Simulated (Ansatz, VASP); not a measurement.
KF in VASP and in Ansatz

```xyz
2
Lattice="0.0000 2.9354 2.9354 2.9354 0.0000 2.9354 2.9354 2.9354 0.0000" Properties=species:S:1:pos:R:3 pbc="T T T"
K     0.0000    0.0000    0.0000
F     1.4677    1.4677    1.4677
```

The cell was built by a generator and needn't be a form met in nature.

Alike in both runs: task single point; functional HSE06; k mesh 4 × 4 × 4; no spin polarisation.

|  | VASP | Ansatz |
| --- | --- | --- |
| version | VASP 6.6.1 | Ansatz 0.2.0 |
| potentials or method | VASP PAW PBE potentials, release 64 (K_sv, F) | plane waves, PAW |
| plane-wave cutoff (eV) | 520 | 420 |
| occupations | gaussian, width 0.01 eV | fixed |
| valence electrons in the cell | 16 | 16 |

|  | VASP | Ansatz | Ansatz less VASP |
| --- | --- | --- | --- |
| gap on the k mesh at the Fermi level (eV) | 7.03 | 7.04 | +0.013 |
| pressure (GPa) | 0.5 | 0.4 | -0.10 |

Ansatz warned: «stress_exchange_threshold_loose».

Caveats: the k mesh is coarse (spacing up to 0.46 Å⁻¹), so the values aren't converged, least of all with exact exchange; the PAW data sets were made with another functional, which shifts forces and pressure a little (VASP). A k mesh can miss the band edges.
